Q: I have five results for one crystal, ordered TiCo with its two atoms pushed slightly off their sites. The labels have come off. How closely should sound programs agree on such a cell?

A: For this crystal, three sizes are worth keeping in mind. The force on an atom agrees to about 3 per cent and the magnetic moment of the cell to better than a tenth of a Bohr magneton. The pressure is spread over about 0.6 GPa.

Kohn-Sham DFT with PBE and collinear spins for a two-atom TiCo cell (edges 2.986 Å) with its atoms moved at random by about 0.05 Å, on a 9×9×9 k mesh with Fermi-Dirac smearing of 0.05 eV. Pressure is positive in compression and excludes any Pulay correction; the energy change is relative to the cell with unmoved atoms. Candidates: Ansatz LAPW, Quantum ESPRESSO, Ansatz, GPAW, VASP.

```tsv
row	pressure (GPa)	largest force (eV/Å)	energy change per atom (meV)	cell moment (μB)
A	-1.070	0.161	n/a	0.790
B	-0.570	0.164	1.350	0.820
C	-0.990	0.162	-21.520	0.760
D	-0.970	0.166	1.370	0.820
E	-0.440	0.165	n/a	0.830
```

Q: Then the force should tell me little about which program is which. Why is it so well behaved?

A: Think of the limit in which the atoms sit exactly on their sites. Each atom is then at the centre of a cube of eight unlike neighbours, and symmetry makes its force zero in any program, with good potentials or poor ones. Push the atom a little and the force grows in proportion to the shift. An error in the potential can change the stiffness by a few per cent, but it can't move the point where the force vanishes.

Q: And the pressure has no such fixed point?

A: No symmetry says at which volume the pressure is zero. Close to equilibrium, P ≈ −B(V − V₀)/V₀, where P is the pressure, V the volume of the cell, B the bulk modulus and V₀ the volume that a given calculation prefers. Each program has its own V₀, and a small error in it is multiplied by a large B. With a bulk modulus of very roughly 100 to 200 GPa, a figure I recall and did not compute, the whole spread corresponds to some tenths of a per cent in volume.

Q: All five pressures are negative. Is that a fault?

A: It means that the cell is slightly larger than each calculation would like, so each pulls inwards. Because the cell is so near equilibrium, the pressure is a small remainder of large opposing terms. That is why the most negative value is more than twice the least negative one, although the calculations disagree so little about the volume.

Q: Row C stands out much more. Its energy falls by 21.5 meV per atom when the atoms are moved, while B and D rise by about 1.4. Doesn't that give the program away?

A: First ask what the shift ought to cost. In the unmoved cell the neighbours are 2.586 Å apart, and the shortest contact after the move is 2.566 Å, so it has shrunk by 0.020 Å. The force shows that the atoms moved nearly along a cube edge, not straight at a neighbour, and only about 0.63 of the shift shortens that contact. The relative shift is therefore 0.020/0.63 ≈ 0.032 Å.

For a spring, the energy is half of force times shift. With the force of row D this is ½ × 0.166 eV/Å × 0.032 Å ≈ 0.0027 eV for the cell, or 1.3 meV per atom. Rows B and D lie within a few per cent of this, which is as close as the rounded contact allows.

Q: So C should have given the same?

A: Yes, because its force is the same as the others' to within a few per cent. Its moved cell looks normal, which throws suspicion on the unmoved cell with which it was compared. That cell may have settled in a different magnetic state, but this is a guess that would have to be tested by comparing the two moments. An accident of that kind could happen in any of the programs, so it is no fingerprint.

Q: Could the magnetism sort the rows, then?

A: The moments run only from 0.76 to 0.83 Bohr magnetons, so the five moved cells are in the same weakly magnetic state. B and D even share the value 0.82 and still differ by 0.40 GPa in pressure. I wouldn't carry the moment over to a real sample either: well-ordered TiCo is known to be paramagnetic, and PBE can overstate weak magnetism in metals.

Q: That leaves the pressure. Make your assignment.

A: I can offer three plausible rules. The first concerns the plane-wave basis. If the number of waves is held fixed while the cell expands, the description gets poorer and the energy rises artificially, so the calculated pressure is too negative. This is the Pulay error; it vanishes in the limit of a complete basis and should be worst at the lowest cutoff. Ansatz PAW, at 420 eV, would then be the lowest row, A.

The second rule is that approximate potentials should err in both directions around the all-electron result. This puts Ansatz LAPW in the middle, at D.

The third rule looks at the electrons. VASP and GPAW treat 21 per cell as valence and freeze the 3s and 3p shells of cobalt into the core, while the other three count 29 as valence. The pressures also form a pair and a trio, so VASP and GPAW would be B and E in either order, and Quantum ESPRESSO would be C.

Q: How sure are you?

A: I'm sure of none of the five. The first and third rules start from real differences between the calculations, while the second is only an expectation about how errors fall. None of them tells me what matters most here. The order of B and E is open even if the rules hold. Now let us see the labels.

The rows with their labels:

```tsv
program	potentials	basis	pressure (GPa)	largest force (eV/Å)	energy change per atom (meV)	cell moment (μB)
VASP	VASP PAW PBE potentials, recommended	520 eV	-1.070	0.161	n/a	0.790
Quantum ESPRESSO	SSSP 1.3 efficiency PBE	748 eV	-0.990	0.162	-21.520	0.760
GPAW	GPAW PAW data sets (gpaw data 1.2.1)	600 eV	-0.970	0.166	1.370	0.820
Ansatz	Ansatz PAW	420 eV	-0.570	0.164	1.350	0.820
Ansatz LAPW	all electron LAPW, scalar relativistic	0.001 eV/atom basis error	-0.440	0.165	n/a	0.830
```

Q: You have one right, Quantum ESPRESSO.

A: Which is what dealing out five labels at random would give on average. The failures are more useful than the hit.

Q: Start with the cutoff. The lowest one belongs to the highest pressure among the four runs with pseudised or PAW potentials.

A: The direction of the effect was right, but its size was not what I needed. For Ansatz PAW the Pulay correction, which the table leaves out, is +0.084 GPa, about a fifth of the gap between that row and GPAW. A cutoff also means little until one knows how hard the potential is: soft potentials can be as well served by 420 eV as hard ones by a much higher value. Ranking programs by their cutoffs therefore compares unlike things.

Q: And the all-electron run is at the end, not in the middle.

A: The other four all lie below it, by 0.13 to 0.63 GPa, so their deviations don't cancel. Had I taken the middle of the five as the truth, I would have sided with the group of three and been about half a gigapascal away from the all-electron value. For errors of the potentials, the all-electron run is the natural standard, though it has a small basis error of its own. Ansatz PAW comes closest, but the two runs share a program family, so their agreement is not fully independent. The other three programs agree with one another to 0.1 GPa, and a second all-electron program would be needed to confirm the standard itself.

Q: What about the frozen shells of cobalt?

A: Quantum ESPRESSO treats them explicitly, yet its pressure falls between those of VASP and GPAW, which freeze them. Ansatz PAW treats as many electrons as Quantum ESPRESSO and lies 0.42 GPa higher. The count of electrons is thus not what sorts these rows. The potentials differ in other ways too, and they change together with the cutoffs, so these five runs can't divide the pressure gap between potential and basis.

Q: I calculate stresses in strained layers. What should I do differently?

A: Keep the lattice and the stress in the same program, with the same potentials and cutoff. If you relaxed this crystal with the VASP settings and then computed its pressure with the all-electron ones, you would find about 0.6 GPa of compression that no process had put there. Take the difference between the strained cell and the relaxed cell within one set-up, and most of that offset drops out, because it belongs to V₀ and is nearly the same in both.

Q: And the forces can be mixed?

A: For small shifts from a symmetric site, much more safely: here the price is about 3 per cent. The thing to ask of any response to a small shift or strain is whether symmetry fixes its zero. If it does, an error in the potential mostly just rescales the answer; if it doesn't, the error moves the zero itself, and close to that zero even a good calculation can look poor in per cent. The output below lists the pressure differences and applies the spring estimate, which has no adjustable constant, to each row.

Numerical output:

```
Spread of the pressure over all rows, GPa: 0.63
Spread of the pressure within the three lowest rows, GPa: 0.1
Gap between the two groups of pressures, GPa: 0.4
Spread within the two highest rows, GPa: 0.13
Spread of the largest force, eV/angstrom: 0.005
Spread of the force in percent of its mean: 3.056
Spread of the cell moment, Bohr magneton: 0.07
Pressure against the all-electron row:
               row  difference in GPa
              VASP              -0.63
  Quantum ESPRESSO              -0.55
              GPAW              -0.53
            Ansatz              -0.13
       Ansatz LAPW                  0
Moment of Ansatz PAW less that of GPAW, Bohr magneton: 0
Electrons treated and pressure:
               row  electrons  pressure in GPa
              VASP         21            -1.07
  Quantum ESPRESSO         29            -0.99
              GPAW         21            -0.97
            Ansatz         29            -0.57
       Ansatz LAPW         29            -0.44
Ansatz PAW less Quantum ESPRESSO, both with 29 electrons, GPa: 0.42
Pulay correction of Ansatz PAW, GPa: 0.084
Pulay correction in percent of the gap between the groups: 21
Ansatz PAW with Pulay correction less all-electron row, GPa: -0.046
Contact in the unmoved cell, angstrom: 2.586
Relative shift of the two atoms, angstrom: 0.03189
Energy of the displacement:
               row  estimate in meV per atom  computed in meV per atom
              VASP                     1.283                       n/a
  Quantum ESPRESSO                     1.291                    -21.52
              GPAW                     1.323                      1.37
            Ansatz                     1.307                      1.35
       Ansatz LAPW                     1.315                       n/a
Quantum ESPRESSO energy change less the estimate, meV per atom: -22.81
```
